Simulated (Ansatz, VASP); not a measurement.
## HfN in VASP and in Ansatz

INCAR

```
SYSTEM = HfN
ALGO = Normal
EDIFF = 1E-6
ENCUT = 520
GGA = PS
ISIF = 2
ISMEAR = -1
LASPH = .TRUE.
LCHARG = .FALSE.
LREAL = .FALSE.
LWAVE = .FALSE.
NBANDS = 14
NELM = 60
PREC = Accurate
SIGMA = 0.08
```

File KPOINTS:

```
k-points
0
G
  15 15 15
  0 0 0
```

The input POSCAR:

```
HfN
1.0
    0.0000000000      2.0894181926      2.0894181926
    2.0894181926      0.0000000000      2.0894181926
    2.0894181926      2.0894181926      0.0000000000
Hf N
1 1
Direct
    0.0000000000      0.0000000000      0.0000000000
    0.5000000000      0.5000000000      0.5000000000
```

Input for Ansatz:

```yaml
crystal:
  lattice:
    - [0.0, 2.0894181926, 2.0894181926]
    - [2.0894181926, 0.0, 2.0894181926]
    - [2.0894181926, 2.0894181926, 0.0]
  atoms:
    - { symbol: Hf, position: [0.0, 0.0, 0.0] }
    - { symbol: "N", position: [0.5, 0.5, 0.5] }
kpoints:
  mp_grid: { grid: [15, 15, 15] }
scf:
  occupations: { method: fermi_dirac, width: 0.08 }
hamiltonian:
  xc: pbesol
  pseudopotentials: { kind: all_electron, lapw: { basis_error: 0.001 } }
output:
  forces: true
  stress: true
  eigenvalues: true
  populations: true
```

Change from the starting cell: volume scaled by 0.8, LAPW.

Alike in both runs: task single point; functional PBEsol; k mesh 15 × 15 × 15; occupations fermi-dirac, width 0.08 eV; no spin polarisation.

|  | VASP | Ansatz |
| --- | --- | --- |
| version | VASP 6.6.1 | Ansatz 0.2.0 |
| potentials or method | VASP PAW PBE potentials, release 64 (Hf_pv, N) | all-electron LAPW, scalar-relativistic |
| plane-wave cutoff (eV) | 520 | see its input |

VASP gave:

| Quantity | Value |
| --- | --- |
| pressure (GPa) | 100.3 |

Question: Which values does Ansatz return?

Answer: Pressure (GPa): 101.9.

Ansatz ran all-electron here, so the differences hold the error of VASP's frozen core and of both bases.

Caveats: the cell as given lies far from equilibrium; so large a pressure means that the cell lies far from this level's equilibrium, or that cutoff or potentials fall short (VASP); the potentials were made for another functional, which shifts forces and pressure (VASP). Spin-orbit coupling is left out, which matters for the levels of Hf.
